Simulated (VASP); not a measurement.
# C (Fd-3m) in VASP: a series of runs

Runs on C. Level: PBE. Tasks: band structure, Born charges and dielectric tensor.

All numbers are computed with VASP 6.6.1; they aren't measurements. Logs are shortened: lines on timing, memory, paths and dates and some standing lists are left out, and cuts for length are marked.

## 1. The crystal as given

Symmetry: Fd-3m, No. 227, cubic system. Conventional cell: a = 3.567 Å, b = 3.567 Å, c = 3.567 Å, α = 90.00°, β = 90.00°, γ = 90.00°. C (site symmetry -43m) is surrounded by 4 C at 1.54 Å.

This isn't the form of C at room conditions, which is graphite.

## 2. Band structure, PBE

Contents of INCAR:

```
PREC = Accurate
ENCUT = 520
EDIFF = 1E-7
ISMEAR = 0
SIGMA = 0.02
LREAL = F
LASPH = T
NELM = 80
ALGO = Normal
ISIF = 2
LWAVE = F
LCHARG = F
GGA = PE
```

Contents of KPOINTS:

```
regular mesh
0
Gamma
  14 14 14
```

Contents of POSCAR:

```
C
1.0
    0.0000000000      1.7833700000      1.7833700000
    1.7833700000      0.0000000000      1.7833700000
    1.7833700000      1.7833700000      0.0000000000
C
2
Direct
    0.0000000000      0.0000000000      0.0000000000
    0.2500000000      0.2500000000      0.2500000000
```

Contents of KPOINTS_OPT:

```
path GXWKGLUWLK,UX
15
line-mode
reciprocal
 0.0000000000  0.0000000000  0.0000000000  G
 0.5000000000  0.0000000000  0.5000000000  X

 0.5000000000  0.0000000000  0.5000000000  X
 0.5000000000  0.2500000000  0.7500000000  W

 0.5000000000  0.2500000000  0.7500000000  W
 0.3750000000  0.3750000000  0.7500000000  K

 0.3750000000  0.3750000000  0.7500000000  K
 0.0000000000  0.0000000000  0.0000000000  G

 0.0000000000  0.0000000000  0.0000000000  G
 0.5000000000  0.5000000000  0.5000000000  L

 0.5000000000  0.5000000000  0.5000000000  L
 0.6250000000  0.2500000000  0.6250000000  U

 0.6250000000  0.2500000000  0.6250000000  U
 0.5000000000  0.2500000000  0.7500000000  W

 0.5000000000  0.2500000000  0.7500000000  W
 0.5000000000  0.5000000000  0.5000000000  L

 0.5000000000  0.5000000000  0.5000000000  L
 0.3750000000  0.3750000000  0.7500000000  K

 0.6250000000  0.2500000000  0.6250000000  U
 0.5000000000  0.0000000000  0.5000000000  X
```

Potentials or basis: VASP PAW PBE potentials, release 64 (C).

Launch:

```bash
$ cat potpaw_PBE.64/C/POTCAR > POTCAR
$ mpirun -np 1 vasp_std > vasp.out
```

OUTCAR:

```text
PREC = Accurate
   ENCUT = 520
   EDIFF = 1E-7
   ISMEAR = 0
   LREAL = F
   LASPH = T
   NELM = 80
   ISIF = 2
   GGA = PE

 ion  position               nearest neighbor table
   1  0.000  0.000  0.000-   2 1.54   2 1.54   2 1.54   2 1.54
   2  0.250  0.250  0.250-   1 1.54   1 1.54   1 1.54   1 1.54

  LATTYP: Found a face centered cubic cell.
 ALAT       =     3.5667400000

  Lattice vectors:

 A1 = (   0.0000000000,   1.7833700000,   1.7833700000)
 A2 = (   1.7833700000,   0.0000000000,   1.7833700000)
 A3 = (   1.7833700000,   1.7833700000,   0.0000000000)

Analysis of symmetry for initial positions (statically):
=====================================================================
 Subroutine PRICEL returns:
 Original cell was already a primitive cell.

 Routine SETGRP: Setting up the symmetry group for a
 face centered cubic supercell.

 Subroutine GETGRP returns: Found 48 space group operations
 (whereof 24 operations were pure point group operations)
 out of a pool of 48 trial point group operations.

The static configuration has the point symmetry T_d .
 The point group associated with its full space group is O_h .

Analysis of symmetry for dynamics (positions and initial velocities):
=====================================================================
 Subroutine PRICEL returns:
 Original cell was already a primitive cell.

 Routine SETGRP: Setting up the symmetry group for a
 face centered cubic supercell.

 Subroutine GETGRP returns: Found 48 space group operations
 (whereof 24 operations were pure point group operations)
 out of a pool of 48 trial point group operations.

The dynamic configuration has the point symmetry T_d .
 The point group associated with its full space group is O_h .

 Subroutine INISYM returns: Found 48 space group operations
 (whereof 24 operations are pure point group operations),
 and found     1 'primitive' translations

----------------------------------------------------------------------------------------

                                     Primitive cell

  volume of cell :      11.3437

  direct lattice vectors                    reciprocal lattice vectors
     0.000000000  1.783370000  1.783370000    -0.280368067  0.280368067  0.280368067
     1.783370000  0.000000000  1.783370000     0.280368067 -0.280368067  0.280368067
     1.783370000  1.783370000  0.000000000     0.280368067  0.280368067 -0.280368067

  length of vectors
     2.522066041  2.522066041  2.522066041     0.485611737  0.485611737  0.485611737

  position of ions in fractional coordinates (direct lattice)
     0.000000000  0.000000000  0.000000000
     0.250000000  0.250000000  0.250000000

  ion indices of the primitive-cell ions
   primitive index   ion index
                 1           1
                 2           2

----------------------------------------------------------------------------------------

 KPOINTS: regular mesh

Automatic generation of k-mesh.
 Grid dimensions read from file:
 generate k-points for:   14   14   14

 Generating k-lattice:

  Cartesian coordinates                     Fractional coordinates (reciprocal lattice)
    -0.020026291  0.020026291  0.020026291     0.071428571  0.000000000  0.000000000
     0.020026291 -0.020026291  0.020026291     0.000000000  0.071428571  0.000000000
     0.020026291  0.020026291 -0.020026291     0.000000000  0.000000000  0.071428571

  Length of vectors
     0.034686553  0.034686553  0.034686553

  Shift w.r.t. Gamma in fractional coordinates (k-lattice)
     0.000000000  0.000000000  0.000000000

 Subroutine IBZKPT returns following result:
 ===========================================

 Found    104 irreducible k-points:

 Following reciprocal coordinates:
            Coordinates               Weight
  0.000000  0.000000  0.000000      1.000000
  0.071429  0.000000  0.000000      8.000000
  0.142857  0.000000  0.000000      8.000000
  0.214286  0.000000  0.000000      8.000000
  0.285714  0.000000  0.000000      8.000000
  0.357143  0.000000  0.000000      8.000000
[... 16 lines left out ...]
  0.214286  0.142857  0.000000     24.000000
  0.285714  0.142857  0.000000     24.000000
 [... further k-points ...]
   k-points           NKPTS =    104   k-points in BZ     NKDIM =    104   number of bands    NBANDS=      8
   number of dos      NEDOS =    301   number of ions     NIONS =      2
   total plane-waves  NPLWV =   8000
   dimension x,y,z NGX =    20 NGY =   20 NGZ =   20
   dimension x,y,z NGXF=    40 NGYF=   40 NGZF=   40
   ions per type =               2
   NGX,Y,Z   is equivalent  to a cutoff of  13.18, 13.18, 13.18 a.u.
   NGXF,Y,Z  is equivalent  to a cutoff of  26.37, 26.37, 26.37 a.u.
 SYSTEM =  unknown system
   PREC   = accura    normal or accurate (medium, high low for compatibility)
   ISTART =      0    job   : 0-new  1-cont  2-samecut
   ICHARG =      2    charge: 1-file 2-atom 10-const
   ISPIN  =      1    spin polarized calculation?
   LNONCOLLINEAR =      F non collinear calculations
   LSORBIT =      F    spin-orbit coupling
   LASPH  =      T    aspherical Exc in radial PAW
   ENCUT  =  520.0 eV  38.22 Ry    6.18 a.u.   4.69  4.69  4.69*2*pi/ulx,y,z
   NELM   =     80;   NELMIN=  2; NELMDL= -5     # of ELM steps
   EDIFF  = 0.1E-06   stopping-criterion for ELM
   LREAL  =      F    real-space projection
   EDIFFG = 0.1E-05   stopping-criterion for IOM
   NSW    =      0    number of steps for IOM
   IBRION =     -1    ionic relax: 0-MD 1-quasi-New 2-CG
   NFREE  =      0    steps in history (QN), initial steepest desc. (CG)
   ISIF   =      2    stress and relaxation
   ISYM   =      2    0-nonsym 1-usesym 2-fastsym
   POTIM  = 0.5000    time-step for ionic-motion
   TEBEG  =    0.0;   TEEND  =   0.0 temperature during run
   PSTRESS=    0.0 pullay stress
   NELECT =       8.0000    total number of electrons
   NUPDOWN=      -1.0000    fix difference up-down
   EMIN   =  10.00;   EMAX   =-10.00  energy-range for DOS
   EFERMI =   0.00;   METHOD = LEGACY
   ISMEAR =     0;   SIGMA  =   0.02  broadening in eV -4-tet -1-fermi 0-gaus
   EFERMI_NEDOS =   21; number of points for ismear=-14 and -15
   IALGO  =     38    algorithm
   IMIX   =      4    mixing-type and parameters
     AMIX     =   0.40;   BMIX     =  1.00
     AMIX_MAG =   1.60;   BMIX_MAG =  1.00
  volume/ion in A,a.u.               =       5.67        38.28
  Fermi-wavevector in a.u.,A,eV,Ry     =   1.457203  2.753714 28.891161  2.123440
  Thomas-Fermi vector in A             =   2.574032
   LORBIT       =      0    0 simple, 1 ext, 2 COOP (PROOUT), +10 PAW based schemes
   GGA     = PE    functional components
   LHFCALC =     F    Hartree Fock is set to
   AEXX    =    0.0000 exact exchange contribution
   IVDW    =     0    specifies the selected vdW correction
   LEPSILON=     F    determine dielectric tensor
   LRPA    =     F    only Hartree local field effects (RPA)
 non-spin polarized calculation
 Gauss-broadening in eV      SIGMA  =   0.02
  energy-cutoff  :      520.00
  volume of cell :       11.34
 maximum number of plane-waves:       316
   NGX =  9   NGY =  9   NGZ =  9

 number of electron       7.9999999 magnetization

 Free energy of the ion-electron system (eV)
  ---------------------------------------------------
  ext. energy  EPLUGINS =         0.00000000
  ---------------------------------------------------
  free energy    TOTEN  =       -18.18526904 eV

  energy without entropy =      -18.18526904  energy(sigma->0) =      -18.18526904

 E-fermi :   9.9270     XC(G=0): -13.2509

 val. band max:        9.7300980434   @ k =   0.0000   0.0000   0.0000
 cond. band min:      13.8593933424   @ k =   0.3571   0.3571   0.0000
 fundamental gap:      4.1292952990
 Fermi energy:         9.9270006663

 k-point     1 :       0.0000    0.0000    0.0000
  band No.  band energies     occupation
      1     -11.7473      2.00000
      2       9.7301      2.00000
      3       9.7301      2.00000
      4       9.7301      2.00000
      5      15.3199      0.00000
      6      15.3199      0.00000
      7      15.3199      0.00000
      8      23.0621      0.00000

 k-point     2 :       0.0714    0.0000    0.0000
  band No.  band energies     occupation
      1     -11.6059      2.00000
      2       8.7965      2.00000
      3       9.4870      2.00000
      4       9.4870      2.00000
      5      15.6380      0.00000
      6      15.6381      0.00000
      7      15.8765      0.00000
      8      23.1836      0.00000

 k-point     3 :       0.1429    0.0000    0.0000
  band No.  band energies     occupation
      1     -11.1830      2.00000
      2       6.7529      2.00000
      3       8.9211      2.00000
      4       8.9211      2.00000
      5      16.3841      0.00000
      6      16.3841      0.00000
      7      16.8380      0.00000
      8      23.5390      0.00000

 k-point     4 :       0.2143    0.0000    0.0000
  band No.  band energies     occupation
      1     -10.4830      2.00000
      2       4.3614      2.00000
      3       8.2823      2.00000
      4       8.2823      2.00000
      5      17.1872      0.00000
      6      17.1872      0.00000
      7      17.6003      0.00000
      8      24.0723      0.00000

 k-point     5 :       0.2857    0.0000    0.0000
  band No.  band energies     occupation
      1      -9.5151      2.00000
      2       1.9283      2.00000
      3       7.7150      2.00000
      4       7.7150      2.00000
      5      17.7781      0.00000
      6      17.7781      0.00000
      7      18.0902      0.00000
      8      24.6530      0.00000

 k-point     6 :       0.3571    0.0000    0.0000
  band No.  band energies     occupation
      1      -8.3014      2.00000
      2      -0.3940      2.00000
      3       7.2848      2.00000
      4       7.2848      2.00000
      5      18.0776      0.00000
      6      18.0776      0.00000
      7      18.3787      0.00000
      8      25.1136      0.00000

 k-point     7 :       0.4286    0.0000    0.0000
  band No.  band energies     occupation
      1      -6.9205      2.00000
      2      -2.4614      2.00000
      3       7.0195      2.00000
      4       7.0195      2.00000
      5      18.1737      0.00000
      6      18.1737      0.00000
      7      18.5303      0.00000
      8      25.3595      0.00000
[... 133 lines left out ...]
 k-point    20 :      -0.1429    0.0714    0.0000
  band No.  band energies     occupation
      1     -10.8555      2.00000
      2       5.9724      2.00000
      3       7.5657      2.00000
      4       9.0656      2.00000
      5      16.3012      0.00000
      6      17.2683      0.00000
      7      17.5371      0.00000
      8      23.5902      0.00000

 k-point    21 :      -0.0714    0.0714    0.0000
  band No.  band energies     occupation
      1     -11.3707      2.00000
      2       7.9648      2.00000
      3       8.3814      2.00000
      4       9.4930      2.00000
      5      15.7015      0.00000
      6      16.3451      0.00000
      7      16.6705      0.00000
      8      23.3293      0.00000

 k-point    22 :       0.1429    0.1429    0.0000
  band No.  band energies     occupation
      1     -10.9953      2.00000
      2       7.6407      2.00000
      3       7.6407      2.00000
      4       8.0354      2.00000
      5      14.8051      0.00000
      6      18.0479      0.00000
      7      18.0479      0.00000
      8      22.8540      0.00000

 k-point    23 :       0.2143    0.1429    0.0000
  band No.  band energies     occupation
      1     -10.4818      2.00000
      2       5.9202      2.00000
      3       6.9548      2.00000
      4       7.6990      2.00000
      5      14.9728      0.00000
      6      19.0136      0.00000
      7      19.0471      0.00000
      8      22.3659      0.00000

 k-point    24 :       0.2857    0.1429    0.0000
  band No.  band energies     occupation
      1      -9.6953      2.00000
      2       3.7109      2.00000
      3       6.4125      2.00000
      4       7.1347      2.00000
      5      15.6459      0.00000
      6      19.7021      0.00000
      7      19.8023      0.00000
      8      22.1199      0.00000

 [... further k-points ...]

------------------------ aborting loop because EDIFF is reached ----------------------------------------

  FORCE on cell =-STRESS in cart. coord.  units (eV):
  Direction    XX          YY          ZZ          XY          YZ          ZX
  --------------------------------------------------------------------------------------
  -------------------------------------------------------------------------------------
  Total        0.1739383      0.1739383      0.1739383      0.0000000     -0.0000000      0.0000000
  in kB       24.5669637     24.5669637     24.5669637      0.0000000     -0.0000000      0.0000000
  external PRESSURE =      24.5669637 kB  Pullay stress =       0.0000000 kB

 VOLUME and BASIS-vectors are now :
 -----------------------------------------------------------------------------
  energy-cutoff  :      520.00
  volume of cell :       11.34
      direct lattice vectors                 reciprocal lattice vectors
     0.000000000  1.783370000  1.783370000    -0.280368067  0.280368067  0.280368067
     1.783370000  0.000000000  1.783370000     0.280368067 -0.280368067  0.280368067
     1.783370000  1.783370000  0.000000000     0.280368067  0.280368067 -0.280368067

 POSITION                                       TOTAL-FORCE (eV/Angst)
 -----------------------------------------------------------------------------------
      0.00000      0.00000      0.00000         0.000000      0.000000      0.000000
      0.89168      0.89168      0.89168        -0.000000     -0.000000     -0.000000
 -----------------------------------------------------------------------------------
    total drift:                                0.000000      0.000000      0.000000

  FREE ENERGIE OF THE ION-ELECTRON SYSTEM (eV)
  ---------------------------------------------------
  free  energy   TOTEN  =       -18.1852690416 eV

  energy  without entropy=      -18.1852690416  energy(sigma->0) =      -18.18526904
```

It took 11 s on 1 thread of Intel Xeon Platinum 8488C (Sapphire Rapids), shared host; peak memory 0.13 GiB.

What came out:

* Free energy: -18.1853 eV
* Pressure: 2.5 GPa
* Band gap on the k mesh: 4.13 eV, indirect (least direct gap 5.59 eV)
* Band gap along the path: 4.13 eV, indirect (least direct gap 5.59 eV)

Levels at the corners of the path, in eV from the valence-band top:
```tsv
point	band 2	band 3	band 4	band 5	band 6	band 7
Γ	0.00	0.00	0.00	5.59	5.59	5.59
X	-12.76	-6.30	-6.30	4.76	4.76	16.81
X	-12.76	-6.30	-6.30	4.76	4.76	16.81
W	-11.97	-8.32	-8.32	10.62	10.62	12.32
W	-11.97	-8.32	-8.32	10.62	10.62	12.32
K	-11.73	-9.32	-5.36	5.68	10.75	14.37
K	-11.73	-9.32	-5.36	5.68	10.75	14.37
Γ	0.00	0.00	0.00	5.59	5.59	5.59
Γ	0.00	0.00	0.00	5.59	5.59	5.59
L	-13.37	-2.80	-2.80	8.46	8.46	8.85
L	-13.37	-2.80	-2.80	8.46	8.46	8.85
U	-11.73	-9.32	-5.36	5.68	10.75	14.37
U	-11.73	-9.32	-5.36	5.68	10.75	14.37
W	-11.97	-8.32	-8.32	10.62	10.62	12.32
W	-11.97	-8.32	-8.32	10.62	10.62	12.32
L	-13.37	-2.80	-2.80	8.46	8.46	8.85
L	-13.37	-2.80	-2.80	8.46	8.46	8.85
K	-11.73	-9.32	-5.36	5.68	10.75	14.37
U	-11.73	-9.32	-5.36	5.68	10.75	14.37
X	-12.76	-6.30	-6.30	4.76	4.76	16.81
```

A hybrid or GW would open this gap; PBE tends to underestimate it.

[end of part 1 of 2]
